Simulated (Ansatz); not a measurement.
**hcp against bcc along group 11 and 12**

All numbers below come from DFT, revPBE, plane waves (420 eV) with PAW, scalar-relativistic (Ansatz). The PAW files were generated under PBE, with cores re-solved for the functional.

Each structure is relaxed within its symmetry, in the lowest magnetic state of the tried starts. Differences under about 8 meV lie within the error of the k-point mesh.

```tsv
element	E(hcp) − E(bcc) (meV/atom)	V(hcp) (Å³/atom)	V(bcc) (Å³/atom)	state of hcp	state of bcc
Cu	?	?	?	?	?
Ag	-28	18.50	18.64	spin not included	spin not included
Au	-13	18.36	18.40	spin not included	spin not included
Zn	-80	15.66	15.89	spin not included	spin not included
Cd	-46	24.12	24.49	spin not included	spin not included
```

(1) Fill in the row of Cu.

Results:

(1) E(hcp) − E(bcc) (meV/atom): -26; V(hcp) (Å³/atom): 12.29; V(bcc) (Å³/atom): 12.32; state of hcp: spin not included; state of bcc: spin not included.
